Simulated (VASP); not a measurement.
Write the native input for VASP 6.6.1 that does the following.

```yaml
Task: single point
Functional: PBE
Potentials_or_basis: VASP PAW PBE potentials, release 64 (Gd, N)
Cutoff: 520 eV
k_mesh: 7 × 7 × 7
Occupations: fermi-dirac, width 0.05 eV
Spin: collinear spin, ferromagnetic start
Starting_moments: "[7.0, 7.0, 0.0, 0.0] μB"
Hubbard_terms: Gd f U = 8 eV
Further_INCAR_settings: ALGO = Normal; EDIFF = 1e-07
```

The structure of GdN lies in POSCAR:

```
GdN
1.0
    2.5600000000      2.5600000000      5.1200000000
    5.1200000000      2.5600000000      2.5600000000
    2.5600000000      5.1200000000      2.5600000000
Gd N
2 2
Direct
    0.0000000000      0.0000000000      0.0000000000
    0.5000000000      0.5000000000      0.5000000000
    0.2500000000      0.2500000000      0.2500000000
    0.7500000000      0.7500000000      0.7500000000
```

The cell comes from a database or a generator and needn't be the stable form of this composition.

The input as run:

INCAR

```
SYSTEM = GdN
ALGO = Normal
EDIFF = 1E-7
ENCUT = 520
GGA = PE
ISIF = 2
ISMEAR = -1
ISPIN = 2
LASPH = .True.
LCHARG = .False.
LDAU = .True.
LDAUJ = 0 0
LDAUL = 3 -1
LDAUPRINT = 1
LDAUTYPE = 2
LDAUU = 8 0
LMAXMIX = 6
LORBIT = 11
LREAL = .False.
LWAVE = .False.
MAGMOM = 7 7 0 0
NELM = 100
PREC = Accurate
SIGMA = 0.05
```

KPOINTS

```
k-points
0
Gamma
  7 7 7
  0 0 0
```

Potentials or basis: VASP PAW PBE potentials, release 64 (Gd, N).

Launch:

```console
$ cat potpaw_PBE.64/Gd/POTCAR potpaw_PBE.64/N/POTCAR > POTCAR
$ mpirun -np 1 vasp_std > vasp.out
```

It gave:

```json
{"Pressure": "-8.4 GPa", "Band gap on the k mesh": "none (metal or under the smearing width)", "Net moment": "14.00 μB per cell", "Site moments": "Gd +6.88; N -0.11 μB", "Valence electrons inside the program's atomic spheres": "Gd 15.15; N 3.60"}
```

Caveat: spin-orbit coupling is left out, which moves the levels of the heavy elements.

Run time: 18 min on 1 thread of Intel(R) Xeon(R) Platinum 8488C (Sapphire Rapids), on a shared host, peak memory 0.49 GiB.
